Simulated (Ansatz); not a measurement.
The system is ZnO (zincite).

```xyz
4
Lattice="3.2493 0.0000 0.0000 -1.6247 2.8140 0.0000 0.0000 0.0000 5.2057" Properties=species:S:1:pos:R:3 pbc="T T T"
Zn    1.6247    0.9380    0.0000
Zn    0.0000    1.8760    2.6029
O     0.0000    1.8760    4.5759
O     1.6247    0.9380    1.9730
```

* Program: Ansatz 0.2.0
* Task: relaxation of cell and atoms
* Functional: PBEsol
* Dispersion: D4
* Potentials or basis: Ansatz PAW
* Cutoff: 420 eV (not typed: the program's choice for these potentials)
* k mesh: 9 × 9 × 5
* Occupations: fermi-dirac, width 0.05 eV
* Spin: no spin polarisation

At the start: volume 11.90 Å³/atom.

**Question.** Where does the relaxation end?

**Answer.** It ends after 8 steps and the volume is 11.62 Å³/atom (-2.4 %); space group P6_3mc (No. 186, to 0.05 Å).

The path:
```
step  energy change (eV)  largest force (eV/Å)  volume (Å³)
   1              0.0000                0.0623        47.60
   2             -0.0123                0.0445        47.03
   3             -0.0179                0.0103        46.50
   4             -0.0179                0.0067        46.50
   5             -0.0178                0.0002        46.52
   6             -0.0132                0.0004        46.52
   7             -0.0134                0.0001        46.48
   8             -0.0132                0.0000        46.48
```

Final structure:
```
CELL_PARAMETERS angstrom
3.21581 0.00000 0.00000
-1.60791 2.78498 0.00000
0.00000 0.00000 5.18969
ATOMIC_POSITIONS crystal
Zn 0.66667 0.33333 0.99999
Zn 0.33333 0.66667 0.49999
O 0.33333 0.66667 0.87902
O 0.66667 0.33333 0.37902
```

Caveat: the plane-wave basis is chosen anew once the cell has moved, so the energies of steps on either side of that aren't comparable; the pressure holds a Pulay correction of +0.8 GPa for the finite cutoff; the PAW data sets come from PBE, with cores solved anew for the run's functional, which leaves a small shift of forces and pressure.
